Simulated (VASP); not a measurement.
Write the native input for VASP 6.6.1 that does the following.

```yaml
Task: relaxation of cell and atoms
Functional: r2SCAN
Potentials_or_basis: VASP PAW PBE potentials, release 64 (Ga_d, As, P)
Cutoff: 600 eV
k_mesh: 7 × 7 × 4
Occupations: gaussian, width 0.02 eV
Spin: no spin polarisation
Further_INCAR_settings: ALGO = Normal; EDIFF = 1e-07; IBRION = 2; EDIFFG = -0.005; NSW = 60; ISIF = 3
```

The structure of Ga4As3P lies in POSCAR:

```
Ga4As3P
1.0
   -2.8377714100      2.8377714100      0.0000000000
   -2.8377714100     -5.6755428200      2.8377714100
    2.8377714100      2.8377714100      5.6755428200
Ga As P
4 3 1
Direct
    0.0000000000      0.0000000000      0.0000000000
    0.7500000000      0.5000000000      0.2500000000
    0.5000000000      0.0000000000      0.5000000000
    0.2500000000      0.5000000000      0.7500000000
    0.5625000000      0.1250000000      0.1875000000
    0.3125000000      0.6250000000      0.4375000000
    0.0625000000      0.1250000000      0.6875000000
    0.8125000000      0.6250000000      0.9375000000
```

The cell comes from a database or a generator and needn't be the stable form of this composition.

These files were run (other wordings do the same):

INCAR

```
SYSTEM = Ga4As3P
  ALGO = Normal
  EDIFF = 1E-7
  EDIFFG = -0.005
  ENCUT = 600
  IBRION = 2
  ISIF = 3
  ISMEAR = 0
  KPAR = 2
  LASPH = .TRUE.
  LCHARG = .FALSE.
  LMIXTAU = .TRUE.
  LREAL = .FALSE.
  LWAVE = .FALSE.
  METAGGA = R2SCAN
  NELM = 100
  NSW = 60
  PREC = Accurate
  SIGMA = 0.02
```

KPOINTS

```
k-points
0
G
  7 7 4
  0 0 0
```

Potentials or basis: VASP PAW PBE potentials, release 64 (Ga_d, As, P).

Command:

```bash
$ cat potpaw_PBE.64/Ga_d/POTCAR potpaw_PBE.64/As/POTCAR potpaw_PBE.64/P/POTCAR > POTCAR
$ mpirun -np 2 vasp_std > vasp.out
```

It gave:

```
Relaxed volume                         : 22.09 Å³/atom
Relaxed cell                           : a = 3.968 Å, b = 6.872 Å, c = 6.874 Å, α = 99.60°, β = 90.00°, γ = 106.78°
Space group after relaxing (to 0.05 Å) : Cm (No. 8)
Energy gained by relaxing              : 12.8 meV/atom
Ionic steps                            : 17
Pressure after relaxing                : 0.0 GPa
Largest force after relaxing           : 0.005 eV/Å
Band gap on the k mesh                 : 1.23 eV, direct
```

Caveat: the PAW data sets were made with another functional, which shifts forces and pressure a little; an odd mesh through Γ misses points on the zone boundary, where band edges often lie.

Wall time 2.3 h on 2 MPI ranks on AMD EPYC 9R14 (Zen 4), on a shared host, peak memory 0.67 GiB a rank.
